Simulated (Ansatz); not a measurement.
Input and command of a plane-wave DFT calculation in Ansatz:

```yaml
crystal:
  lattice:
    - [1.4024359324, 0.8096967631, 5.9455726809]
    - [-1.4024359324, 0.8096967631, 5.9455726809]
    - [0.0, -1.6193935262, 5.9455726809]
  atoms:
    - { symbol: Co, position: [0.5, 0.5, 0.5] }
    - { symbol: Pd, position: [0.0, 0.0, 0.0] }
    - { symbol: O, position: [0.1128397896, 0.1128397896, 0.1128397896] }
    - { symbol: O, position: [0.8871602104, 0.8871602104, 0.8871602104] }
basis:
  ecutwfc: 420
kpoints:
  mp_grid: { grid: [18, 18, 18] }
hamiltonian:
  xc: pbe
scf:
  occupations: { method: gaussian, width: 0.15 }
output:
  forces: true
  stress: true
  eigenvalues: true
  write_density: true
  write_potential: true
  elf: true
  volumetric_format: npy
```

```bash
ansatz run input.yaml --threads 1 --pin off --max-ram 2560MiB --backend cpu --events-out ev --progress --plain --runs-dir out
```

Processor: AMD EPYC 7R43 64-Core Processor (Zen 3), 1 thread, on a host shared with other jobs.

Task: Estimate time, memory and problem size.

Result: About 62 s on 1 thread of AMD EPYC 7R43 64-Core Processor (Zen 3) (shared host), peak memory 0.76 GiB. It solves 29 bands at 580 k points (the mesh reduced by the symmetry that the task leaves, which can be less than the crystal's) with about 793 plane waves, in 7 SCF iterations.
